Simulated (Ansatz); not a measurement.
Run this with the Ansatz DFT code, driven from Python and show what comes out.

Input file `POSCAR_euo`:
```text
EuO
1.0
   0.00000000    2.57195000    2.57195000
   2.57195000    0.00000000    2.57195000
   2.57195000    2.57195000    0.00000000
Eu O
1 1
Direct
   0.00000000    0.00000000    0.00000000
   0.50000000    0.50000000    0.50000000
```

`fold_euo.py`
```python
# -*- coding: utf-8 -*-
"""Band folding check for EuO."""

import ansatz as az
from ase.io import read


def main():
    atoms = read("POSCAR_euo", format="vasp")
    structure = az.Crystal.from_ase(atoms).moments(Eu=9.1)

    # the mesh shrinks as the cell grows, so that all cells sample the same points
    mesh = (6, 6, 6)
    rows = []
    for repeats in [(1, 1, 1), (2, 1, 1)]:
        setup = (
            structure.supercell(*repeats).calculation()
            .functional(az.Functional.PBE)
            .basis(510)  # plane waves up to this kinetic energy
            .hubbard("Eu", "f", u_eff=4.0)  # penalises fractional filling of this shell
            .spin(az.SpinTreatment.COLLINEAR)
            .occupations(az.OccupationsMethod.COLD, width=0.1)  # the run then minimises F = E - TS
            .kpoints(*(k // n for k, n in zip(mesh, repeats)))  # the mesh must be finer for metals
        )
        report = setup.run().report
        n = len(report["lattice"]["sites"])
        rows.append((repeats, n, report["free_energy_ev"] / n, report["fermi_energy_ev"], report["n_kpoints"], report["n_symmetry_ops"]))
    print("       repeats           atoms       F/atom eV  Fermi level eV        k-points  symmetry operations")
    for row in rows:
        print(f"{str(row[0]):>14s}  {row[1]:14d}  {row[2]:14.5f}  {row[3]:14.4f}  {row[4]:14d}  {row[5]:19d}")


if __name__ == "__main__":
    main()
```

```console
$ python fold_euo.py
DeckWarning: the search for the orbital order before the SCF starts Eu (site 0, from 0) with 6.32 μB on its 4f shell, in the place of the 9.10 μB that the input gives it: the given moment's sign is kept, and its size can only select the number of f electrons. To start from spheres of the given moment, without the search, type scf.initial_density.shell_occupations: []
DeckWarning: the search for the orbital order before the SCF starts Eu (sites 0, 2, from 0) with 6.32 μB on its 4f shell, in the place of the 9.10 μB that the input gives it: the given moment's sign is kept, and its size can only select the number of f electrons. To start from spheres of the given moment, without the search, type scf.initial_density.shell_occupations: []
       repeats           atoms       F/atom eV  Fermi level eV        k-points  symmetry operations
     (1, 1, 1)               2     -4668.32703         13.1359              16                   48
     (2, 1, 1)               4     -4668.32703         13.1359              16                   24
```
(Warnings from the package without file and line.)

What to keep in mind:
- Absolute energies stand on the zero of these potentials, so only differences at equal settings mean something.
- Open f shells: with a Hubbard U, without spin-orbit coupling; the state reached hangs on the start and needn't be the lowest.
- For a metal this k-point mesh is coarse: on a finer one energies can move by several to tens of meV an atom and pressures by half a GPa or more, differences at one mesh by less.
- The starting cell is as deposited in a crystallographic database; the results hold for this polymorph, which needn't be the stable one.
- The count of operations in a supercell holds its pure translations too, and an uneven repeat can lower the point group.
- Finished in 110 s on 1 thread of Arm Neoverse V2 (shared host), peak memory 0.55 GiB.

(A comment or docstring line of the script was reworded after the run, the code is as it ran; lines on the test bed's own set-up are left out of the output.)
